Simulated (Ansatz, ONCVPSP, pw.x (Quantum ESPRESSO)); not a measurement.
What a changed setting does to a pw.x run (fcc Zr)

Potential: optimised norm-conserving Vanderbilt (ONCV), ONCVPSP 4.0.1.1 (patched build), PBEsol; core [Ar] 3d10, reference 4s2 4p6 4d2 5s1.75 5p0.25; waves: 4s+5s: rc 2.35 bohr, ncon 4, nbas 7, qcut 6.5 1/bohr, 2 projectors; 4p+5p: rc 2.00 bohr, ncon 5, nbas 9, qcut 5.6 1/bohr, 3 projectors, debl 0.8 Ha; 4d: rc 2.90 bohr, ncon 5, nbas 9, qcut 6.5 1/bohr, 1 projector; local part: polynomial inside 1.90 bohr (lpopt 5, dvloc0 1 Ha); core correction: none.

The reference run (k-mesh 13³, cutoffs 35/140 Ry, Fermi–Dirac 0.01 Ry, mixing_beta 0.4, conv_thr 1e-9, no spin) gives 0.85 GPa at 22.271 Å³/atom, where all-electron LAPW gives 0.28 GPa. This run, with its own iteration cap, changes k-mesh points per axis to 2.

```
&control
  calculation='scf', prefix='x', pseudo_dir='./', outdir='./tmp', tstress=.true., disk_io='none'
/
&system
  ibrav=0, nat=1, ntyp=1, ecutwfc=35, ecutrho=140, nbnd=14,
  occupations='smearing', smearing='fd', degauss=0.01
/
&electrons
  conv_thr=1e-09, mixing_beta=0.4, electron_maxstep=50
/
ATOMIC_SPECIES
Zr 1.0 Zr.UPF
CELL_PARAMETERS angstrom
  0.00000000 2.23307465 2.23307465
  2.23307465 0.00000000 2.23307465
  2.23307465 2.23307465 0.00000000
ATOMIC_POSITIONS crystal
Zr 0.0000 0.0000 0.0000
K_POINTS automatic
2 2 2 0 0 0
```

```bash
pw.x < Zr.scf.in > Zr.scf.out
```

Task: How does the run end?

Result: It converges in 6 iterations; the free energy moves by -850.8 meV/atom and the pressure by -24.52 GPa.

```
Message from routine setup:
     using ibrav=0 with symmetry is DISCOURAGED, use correct ibrav instead
     lattice parameter (alat)  =       5.9678  a.u.
     unit-cell volume          =     150.2922 (a.u.)^3
     number of electrons       =        12.00
     number of Kohn-Sham states=           14
     kinetic-energy cutoff     =      35.0000  Ry
     charge density cutoff     =     140.0000  Ry
     scf convergence threshold =      1.0E-09
     Exchange-correlation= PBESOL
     number of k points=     3  Fermi-Dirac smearing, width (Ry)=  0.0100
     iteration #  1     ecut=    35.00 Ry     beta= 0.40
     total energy              =     -95.04211618 Ry
     estimated scf accuracy    <       0.00743920 Ry
     iteration #  2     ecut=    35.00 Ry     beta= 0.40
     total energy              =     -95.04221005 Ry
     estimated scf accuracy    <       0.00123319 Ry
     iteration #  3     ecut=    35.00 Ry     beta= 0.40
     total energy              =     -95.04228887 Ry
     estimated scf accuracy    <       0.00011968 Ry
     iteration #  4     ecut=    35.00 Ry     beta= 0.40
     total energy              =     -95.04229473 Ry
     estimated scf accuracy    <       0.00000082 Ry
     iteration #  5     ecut=    35.00 Ry     beta= 0.40
     total energy              =     -95.04229477 Ry
     estimated scf accuracy    <       0.00000015 Ry
     iteration #  6     ecut=    35.00 Ry     beta= 0.40
     the Fermi energy is    15.4868 ev
!    total energy              =     -95.04229479 Ry
     estimated scf accuracy    <          8.1E-10 Ry
     smearing contrib. (-TS)   =      -0.02030117 Ry
     The total energy is F=E-TS. E is the sum of the following terms:
     one-electron contribution =     -19.17117200 Ry
     hartree contribution      =      14.15288604 Ry
     xc contribution           =     -11.77670976 Ry
     ewald contribution        =     -78.22699790 Ry
     convergence has been achieved in   6 iterations
          total   stress  (Ry/bohr**3)                   (kbar)     P=     -236.65
     Message from routine punch:
     Nothing written, as per user request (disk_io='none')
```

The run took about 1.3 s on one core of a shared host (Intel(R) Xeon(R) Platinum 8259CL CPU @ 2.50GHz, 96 threads, 755 GiB, load 35).
